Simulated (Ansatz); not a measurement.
FeSi: experiment and calculation

**What was measured.**

From “Observation of transition from semiconducting to metallic ground state in high-quality single crystalline FeSi”, 2018, arxiv:1804.02036, for a bulk crystal of FeSi at 300 K: lattice constant a 4.486 ± 0.0005 Å.

The runs below are set against these values where they give the same quantity.

Theory: Ansatz, DFT PBEsol, scalar-relativistic, plane waves, PAW.

Plane waves to 420 eV, a k mesh through Γ of 8×8×8 on the computed 8-atom cell and Gaussian smearing (0.01 eV); no spin polarisation.

Relaxed structure, symmetry kept:

```cif
data_structure
_symmetry_space_group_name_H-M 'P2_13'
_symmetry_Int_Tables_number 198
_cell_length_a 4.4033
_cell_length_b 4.4033
_cell_length_c 4.4033
_cell_angle_alpha 90.000
_cell_angle_beta 90.000
_cell_angle_gamma 90.000
_cell_volume 85.37
loop_
_atom_site_label
_atom_site_type_symbol
_atom_site_symmetry_multiplicity
_atom_site_Wyckoff_symbol
_atom_site_fract_x
_atom_site_fract_y
_atom_site_fract_z
_atom_site_occupancy
Fe1 Fe 4 a 0.13686 0.13686 0.13686 1
Si1 Si 4 a 0.84099 0.84099 0.84099 1
```

| Quantity | Value |
| --- | --- |
| Space group | P2_13 (No. 198) |
| Volume per atom | 10.67 Å³ |
| Formation energy from the elements' standard states (uncorrected) | -0.644 eV/atom |
| Kohn–Sham band gap | 0.13 eV, indirect from (-0.089, -0.094, 0.281) to (0.000, 0.312, 0.229) |
| Löwdin character of the top 1 eV of the valence band | Fe 3d 92 % |
| Löwdin character of the lowest 1 eV of the conduction band | Fe 3d 86 %, Si 3p 10 % (semilocal functionals without a Hubbard U place empty 3d levels too low) |
| Electron masses at the edge by Cartesian direction of the standard setting (m_e; degenerate bands sorted by energy; no spin-orbit coupling) | x: 6.9; y: 1.5; z: 1.1 |
| Hole masses at the edge by Cartesian direction of the standard setting (m_e; degenerate bands sorted by energy; no spin-orbit coupling) | x: 2.4; y: 2.5; z: 5.8 |
| Bulk modulus | 239 GPa |
| Its pressure derivative | 4.7 |
| Bader charges (e) | Fe (4 in the cell) -0.40, Si (4 in the cell) 0.40 |

A ferromagnetic start lost its moments in a first run, so spin was left out; other magnetic orders weren't tried.

A measured lattice constant a of FeSi is 4.486 Å (300 K; the paper above); the calculated 4.403 Å misses it by -1.8 %. 4 values of this kind are on record (4.4845 to 4.495 Å); this one was drawn at random among those near their median, those with a stated uncertainty first. The calculation is for 0 K without zero-point motion.